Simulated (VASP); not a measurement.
# TiO2 in VASP: notebook, part 2 of 2

VASP 6.6.1.

## Step 3: Work function, PBEsol

This run uses another cell than the first one, of 26.61 Å³/atom, 1.516 times its volume.

Contents of INCAR:

```
SYSTEM = TiO2
PREC = Accurate ; ENCUT = 520
EDIFF = 1E-6 ; ISMEAR = 0
SIGMA = 0.05 ; LREAL = .FALSE.
LASPH = .TRUE. ; NELM = 100
ALGO = Normal ; ISIF = 2
LWAVE = .FALSE. ; LCHARG = .TRUE.
LDIPOL = .TRUE. ; IDIPOL = 3
DIPOL = 0.5 0.5 0.500 ; GGA = PS
LVHAR = .TRUE. ; LVACPOTAV = .TRUE.
KPAR = 8
```

Contents of KPOINTS:

```
regular mesh
0
G
  6 8 1
  0 0 0
```

Contents of POSCAR:

```
TiO2
1.0
    4.5922000000      0.0000000000      0.0000000000
    0.0000000000      2.9574000000      0.0000000000
    0.0000000000      0.0000000000     35.2718253752
O Ti
12 6
Direct
    0.1950400000      0.5000000000      0.3118636442
    0.3049600000      0.0000000000      0.3769609273
    0.8049600000      0.5000000000      0.3626499406
    0.6950400000      0.0000000000      0.4277472236
    0.1950400000      0.5000000000      0.4420582103
    0.3049600000      0.0000000000      0.5071554934
    0.8049600000      0.5000000000      0.4928445066
    0.6950400000      0.0000000000      0.5579417897
    0.1950400000      0.5000000000      0.5722527764
    0.3049600000      0.0000000000      0.6373500594
    0.8049600000      0.5000000000      0.6230390727
    0.6950400000      0.0000000000      0.6881363558
    0.0000000000      0.0000000000      0.3372567924
    0.5000000000      0.5000000000      0.4023540754
    0.0000000000      0.0000000000      0.4674513584
    0.5000000000      0.5000000000      0.5325486416
    0.0000000000      0.0000000000      0.5976459246
    0.5000000000      0.5000000000      0.6627432076
```

Potentials or basis: VASP PAW PBE potentials, release 64 (O, Ti_sv).

The run is started by

```bash
$ cat potpaw_PBE.64/O/POTCAR potpaw_PBE.64/Ti_sv/POTCAR > POTCAR
$ mpirun -np 8 vasp_std > vasp.out
```

OUTCAR:

```text
SYSTEM = TiO2
   PREC = Accurate
   ENCUT = 520
   EDIFF = 1E-6
   ISMEAR = 0
   LREAL = .FALSE.
   LASPH = .TRUE.
   NELM = 100
   ISIF = 2
   GGA = PS

 ion  position               nearest neighbor table
   1  0.195  0.500  0.312-  13 1.95  13 1.95
   2  0.305  0.000  0.377-  14 1.95  14 1.95  13 1.98
   3  0.805  0.500  0.363-  13 1.95  13 1.95  14 1.98
   4  0.695  0.000  0.428-  14 1.95  14 1.95  15 1.98
   5  0.195  0.500  0.442-  15 1.95  15 1.95  14 1.98
   6  0.305  0.000  0.507-  16 1.95  16 1.95  15 1.98
   7  0.805  0.500  0.493-  15 1.95  15 1.95  16 1.98
   8  0.695  0.000  0.558-  16 1.95  16 1.95  17 1.98
   9  0.195  0.500  0.572-  17 1.95  17 1.95  16 1.98
  10  0.305  0.000  0.637-  18 1.95  18 1.95  17 1.98
  11  0.805  0.500  0.623-  17 1.95  17 1.95  18 1.98
  12  0.695  0.000  0.688-  18 1.95  18 1.95
  13  0.000  0.000  0.337-   1 1.95   1 1.95   3 1.95   3 1.95   2 1.98
  14  0.500  0.500  0.402-   2 1.95   2 1.95   4 1.95   4 1.95   3 1.98   5 1.98
  15  0.000  0.000  0.467-   5 1.95   5 1.95   7 1.95   7 1.95   4 1.98   6 1.98
  16  0.500  0.500  0.533-   8 1.95   8 1.95   6 1.95   6 1.95   9 1.98   7 1.98
  17  0.000  0.000  0.598-  11 1.95  11 1.95   9 1.95   9 1.95  10 1.98   8 1.98
  18  0.500  0.500  0.663-  12 1.95  12 1.95  10 1.95  10 1.95  11 1.98

  LATTYP: Found a simple orthorhombic cell.
 ALAT       =     2.9574000000
 B/A-ratio  =     1.5527828498
 C/A-ratio  =    11.9266333182

  Lattice vectors:

 A1 = (   0.0000000000,  -2.9574000000,   0.0000000000)
 A2 = (   4.5922000000,   0.0000000000,   0.0000000000)
 A3 = (   0.0000000000,   0.0000000000,  35.2718253752)

Analysis of symmetry for initial positions (statically):
=====================================================================
 Subroutine PRICEL returns:
 Original cell was already a primitive cell.

 Routine SETGRP: Setting up the symmetry group for a
 simple orthorhombic supercell.

 Subroutine GETGRP returns: Found  4 space group operations
 (whereof  2 operations were pure point group operations)
 out of a pool of  8 trial point group operations.

The static configuration has the point symmetry C_1h.
 The point group associated with its full space group is C_2v.

Analysis of symmetry for dynamics (positions and initial velocities):
=====================================================================
 Subroutine PRICEL returns:
 Original cell was already a primitive cell.

 Routine SETGRP: Setting up the symmetry group for a
 simple orthorhombic supercell.

 Subroutine GETGRP returns: Found  4 space group operations
 (whereof  2 operations were pure point group operations)
 out of a pool of  8 trial point group operations.

The dynamic configuration has the point symmetry C_1h.
 The point group associated with its full space group is C_2v.

 Subroutine INISYM returns: Found  4 space group operations
 (whereof  2 operations are pure point group operations),
 and found     1 'primitive' translations

----------------------------------------------------------------------------------------

                                     Primitive cell

  volume of cell :     479.0257

  direct lattice vectors                    reciprocal lattice vectors
     4.592200000  0.000000000  0.000000000     0.217760550  0.000000000  0.000000000
     0.000000000  2.957400000  0.000000000     0.000000000  0.338134848  0.000000000
     0.000000000  0.000000000 35.271825375     0.000000000  0.000000000  0.028351240

  length of vectors
[... 62 lines left out ...]
     0.000000000  0.000000000  0.000000000

 Subroutine IBZKPT returns following result:
 ===========================================

 Found     20 irreducible k-points:

 Following reciprocal coordinates:
            Coordinates               Weight
  0.000000  0.000000  0.000000      1.000000
  0.166667  0.000000  0.000000      2.000000
  0.333333  0.000000  0.000000      2.000000
  0.500000  0.000000  0.000000      1.000000
  0.000000  0.125000  0.000000      2.000000
  0.166667  0.125000  0.000000      4.000000
[... 12 lines left out ...]
  0.333333  0.500000  0.000000      2.000000
  0.500000  0.500000  0.000000      1.000000
   k-points           NKPTS =     20   k-points in BZ     NKDIM =     20   number of bands    NBANDS=     86
   number of dos      NEDOS =    301   number of ions     NIONS =     18
   total plane-waves  NPLWV = 233280
   dimension x,y,z NGX =    36 NGY =   24 NGZ =  270
   dimension x,y,z NGXF=    72 NGYF=   48 NGZF=  540
   ions per type =              12   6
   NGX,Y,Z   is equivalent  to a cutoff of  13.03, 13.49, 12.73 a.u.
   NGXF,Y,Z  is equivalent  to a cutoff of  26.07, 26.98, 25.45 a.u.
 SYSTEM =  TiO2
   PREC   = accura    normal or accurate (medium, high low for compatibility)
   ISTART =      0    job   : 0-new  1-cont  2-samecut
   ICHARG =      2    charge: 1-file 2-atom 10-const
   ISPIN  =      1    spin polarized calculation?
   LNONCOLLINEAR =      F non collinear calculations
   LSORBIT =      F    spin-orbit coupling
   LASPH  =      T    aspherical Exc in radial PAW
   ENCUT  =  520.0 eV  38.22 Ry    6.18 a.u.   8.54  5.50 65.58*2*pi/ulx,y,z
   NELM   =    100;   NELMIN=  2; NELMDL= -5     # of ELM steps
   EDIFF  = 0.1E-05   stopping-criterion for ELM
[... 8 lines left out ...]
   TEBEG  =    0.0;   TEEND  =   0.0 temperature during run
   PSTRESS=    0.0 pullay stress
   NELECT =     144.0000    total number of electrons
   NUPDOWN=      -1.0000    fix difference up-down
   EMIN   =  10.00;   EMAX   =-10.00  energy-range for DOS
[... 5 lines left out ...]
     AMIX     =   0.40;   BMIX     =  1.00
     AMIX_MAG =   1.60;   BMIX_MAG =  1.00
  volume/ion in A,a.u.               =      26.61       179.59
  Fermi-wavevector in a.u.,A,eV,Ry     =   1.096670  2.072406 16.363532  1.202686
  Thomas-Fermi vector in A             =   2.233016
   LORBIT       =      0    0 simple, 1 ext, 2 COOP (PROOUT), +10 PAW based schemes
   GGA     = PS    functional components
[... 5 lines left out ...]
 non-spin polarized calculation
 Gauss-broadening in eV      SIGMA  =   0.05
  energy-cutoff  :      520.00
  volume of cell :      479.03
 maximum number of plane-waves:     12973
 NGX is ok and might be reduce to    36
   NGX = 17   NGY = 11   NGZ =131

 number of electron     144.0000017 magnetization

 dipolmoment           0.000000      0.000000      0.000000 electrons x Angstroem

 Free energy of the ion-electron system (eV)
  ---------------------------------------------------
  ext. energy  EPLUGINS =         0.00000000
  ---------------------------------------------------
  free energy    TOTEN  =      -165.54061939 eV

  energy without entropy =     -165.54061939  energy(sigma->0) =     -165.54061939

 E-fermi :  -2.4558     XC(G=0):  -5.0043

 val. band max:       -2.7266011663   @ k =   0.0000   0.0000   0.0000
 cond. band min:      -0.6760414916   @ k =   0.0000   0.0000   0.0000
 fundamental gap:      2.0505596747
 Fermi energy:        -2.4558088147

 k-point     1 :       0.0000    0.0000    0.0000
  band No.  band energies     occupation
      1     -59.2555      2.00000
      2     -59.2506      2.00000
      3     -59.2451      2.00000
      4     -59.2410      2.00000
      5     -58.9936      2.00000
      6     -58.9936      2.00000
[... 1729 lines left out ...]
     83       0.7540      0.00000
     84       0.7540      0.00000
 [bands above 84 left out]

------------------------ aborting loop because EDIFF is reached ----------------------------------------

  FORCE on cell =-STRESS in cart. coord.  units (eV):
  Direction    XX          YY          ZZ          XY          YZ          ZX
  --------------------------------------------------------------------------------------
  -------------------------------------------------------------------------------------
  Total       -4.8689905     -9.7562465     -3.6205096      0.0000000      0.0000000      0.0000000
  in kB      -16.2851105    -32.6313130    -12.1093682      0.0000000      0.0000000      0.0000000
  external PRESSURE =     -20.3419306 kB  Pullay stress =       0.0000000 kB

 VOLUME and BASIS-vectors are now :
 -----------------------------------------------------------------------------
  energy-cutoff  :      520.00
  volume of cell :      479.03
      direct lattice vectors                 reciprocal lattice vectors
     4.592200000  0.000000000  0.000000000     0.217760550  0.000000000  0.000000000
     0.000000000  2.957400000  0.000000000     0.000000000  0.338134848  0.000000000
     0.000000000  0.000000000 35.271825375     0.000000000  0.000000000  0.028351240

 POSITION                                       TOTAL-FORCE (eV/Angst)
 -----------------------------------------------------------------------------------
      0.89566      1.47870     11.00000        -2.218768      0.000000      0.981663
      1.40044      0.00000     13.29610        -0.514531      0.000000     -0.400747
      3.69654      1.47870     12.79133        -1.138670      0.000000      0.003116
      3.19176      0.00000     15.08743        -0.054096      0.000000     -0.053066
      0.89566      1.47870     15.59220        -0.016705      0.000000      0.010229
      1.40044      0.00000     17.88830        -0.063211      0.000000     -0.058364
[... 10 lines left out ...]
      0.00000      0.00000     21.08006         0.135334      0.000000      0.032964
      2.29610      1.47870     23.37616         3.814662      0.000000      0.509716
 -----------------------------------------------------------------------------------
    total drift:                                0.000157      0.000000     -0.000000

  FREE ENERGIE OF THE ION-ELECTRON SYSTEM (eV)
  ---------------------------------------------------
  free  energy   TOTEN  =      -165.5406193893 eV

  energy  without entropy=     -165.5406193893  energy(sigma->0) =     -165.54061939

 vacuum level on the upper side and lower side of the slab         4.758         4.758
```

Wall time 6.8 min (8 MPI ranks of Intel Xeon Platinum 8259CL at 2.50GHz (Skylake/Cascade Lake), shared host); peak memory 0.87 GiB.

What came out:

```yaml
Free_energy: -165.5406 eV
Largest_force: 3.849 eV/Å
Band_gap_on_the_k_mesh: 2.05 eV, direct
Ionisation_potential_of_the_upper_face: 7.48 eV
```

Forces in eV/Å, atoms in the order of the input:
```
O   -2.219  0.000  0.982
O   -0.515  0.000 -0.401
O   -1.139  0.000  0.003
O   -0.054  0.000 -0.053
O   -0.017  0.000  0.010
O   -0.063  0.000 -0.058
O   -0.063  0.000  0.058
O   -0.017  0.000 -0.010
O   -0.054  0.000  0.053
O   -1.139  0.000 -0.003
O   -0.515  0.000  0.401
O   -2.219  0.000 -0.982
Ti   3.815  0.000 -0.510
Ti   0.135  0.000 -0.033
Ti   0.056  0.000  0.009
Ti   0.056  0.000 -0.009
Ti   0.135  0.000  0.033
Ti   3.815  0.000  0.510
```

Caveat: the PAW data sets were made with another functional, which shifts forces and pressure a little. As with any semilocal functional, this PBEsol gap is likely too small.
